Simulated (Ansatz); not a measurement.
# BaF2 (Frankdicksonite): relaxation and properties

The task, for BaF2 (Frankdicksonite): find the equilibrium cell and fit an equation of state.

Program: Ansatz 0.2.0. Level of theory: DFT r2SCAN, scalar-relativistic, plane waves, PAW. These are calculated values, not measurements.

## (1) The structure to begin with

The structure is cubic, space group Fm-3m (No. 225). The conventional cell has a = 6.200 Å, b = 6.200 Å, c = 6.200 Å, α = 90.00°, β = 90.00°, γ = 90.00°. Around Ba (site symmetry m-3m) lie 8 F at 2.68 Å. F (site symmetry -43m) has 4 Ba at 2.68 Å as nearest neighbours.

As a file:

```cif
data_structure
_symmetry_space_group_name_H-M 'P 1'
_symmetry_Int_Tables_number 1
_cell_length_a 4.3841
_cell_length_b 4.3841
_cell_length_c 4.3841
_cell_angle_alpha 60.000
_cell_angle_beta 60.000
_cell_angle_gamma 60.000
_cell_volume 59.58
loop_
_atom_site_label
_atom_site_type_symbol
_atom_site_fract_x
_atom_site_fract_y
_atom_site_fract_z
_atom_site_occupancy
Ba1 Ba 0.00000 0.00000 0.00000 1
F1 F 0.25000 0.25000 0.25000 1
F2 F 0.75000 0.75000 0.75000 1
```

Source of the structure: the Crystallography Open Database.

(A quick probe on a coarse mesh, which set the mesh and smearing, is not shown.)

## (3) The relaxation

Input file input.yaml:

```yaml
crystal:
  lattice:
    - [0.0, 3.10005, 3.10005]
    - [3.10005, 0.0, 3.10005]
    - [3.10005, 3.10005, 0.0]
  atoms:
    - { symbol: Ba, position: [0.0, 0.0, 0.0] }
    - { symbol: F, position: [0.25, 0.25, 0.25] }
    - { symbol: F, position: [0.75, 0.75, 0.75] }
basis:
  ecutwfc: 500
kpoints:
  mp_grid: { grid: [6, 6, 6] }
hamiltonian:
  xc: r2scan
scf:
  occupations: { method: gaussian, width: 0.02 }
output:
  forces: true
  stress: true
  eigenvalues: true
relax:
  adjacent_minimum: "off"
  f_tol: 0.005
  max_steps: 80
  cell: { stress_tol: 0.05 }
```

Run with:

```
> ansatz run input.yaml --threads 2 --pin off --max-ram 5120MiB --backend cpu --events-out ev --progress --plain --runs-dir out
```

The session goes on with these runs: point at V/V0 = 0.97; point at V/V0 = 1.03; point at V/V0 = 0.94; point at V/V0 = 1.06; point at V/V0 = 0.91; point at V/V0 = 1.10; the cell scaled to 0.88 of its volume.

**Question.** What will these runs give? Wanted: relaxed cell; volume; formation energy; equilibrium volume of the fit; bulk modulus.

As calculated:

| quantity | value |
| --- | --- |
| relaxed cell (conventional) | a = 6.195 Å, b = 6.195 Å, c = 6.195 Å, α = 90.00°, β = 90.00°, γ = 90.00° |
| space group (0.01 Å) | Fm-3m (No. 225) |
| volume | 19.81 Å³/atom |
| formation energy (elements from runs with the same settings, not shown) | -4.18 eV/atom |
| equilibrium volume of the fit | 19.81 Å³/atom |
| bulk modulus | 61 GPa |
| its pressure derivative | 4.7 |

**Reading.** Relaxation left the volume within 0.5 % of the start. The fit puts the minimum at 19.81 Å³/atom with B = 61 GPa and B' = 4.7. The gap on the mesh goes from 7.97 eV at the smallest volume to 7.01 eV at the largest.
